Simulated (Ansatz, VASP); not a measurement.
**One calculation of MgO, two programs**

```
Mg O
1.0
     0.00000    2.12676    2.12676
     2.12676    0.00000    2.12676
     2.12676    2.12676    0.00000
Mg O
1 1
Cartesian
  0.0000 0.0000 0.0000
  2.1268 2.1268 2.1268
```

Alike in both runs: functional PBE; k mesh 10 × 10 × 10; occupations gaussian, width 0.02 eV; no spin polarisation.

Ansatz relaxed the structure, and its values are those at the end. VASP's run is a single point on that final structure, the one shown.

|  | VASP | Ansatz |
| --- | --- | --- |
| version | VASP 6.6.1 | Ansatz 0.2.0 |
| potentials or method | VASP PAW PBE potentials, release 64 (Mg, O) | scalar-relativistic, plane waves, PAW |
| plane-wave cutoff (eV) | 520 | 420 |
| valence electrons in the cell | 8 | 16 |

Ansatz gave:

| Property | Result |
| --- | --- |
| gap on the k mesh at the Fermi level (eV) | 4.46 |
| least direct gap on the mesh (eV) | 4.46 |
| pressure (GPa) | 0.0 |

Problem. Estimate VASP's values.

Solution. gap on the k mesh at the Fermi level (eV): 4.45; least direct gap on the mesh (eV): 4.45; pressure (GPa): -0.7.

The functional is the same, so the differences come from potentials, cutoffs and numerics. The two sets of potentials don't hold the same shells in valence.

As with any semilocal functional, this PBE gap is likely too small.
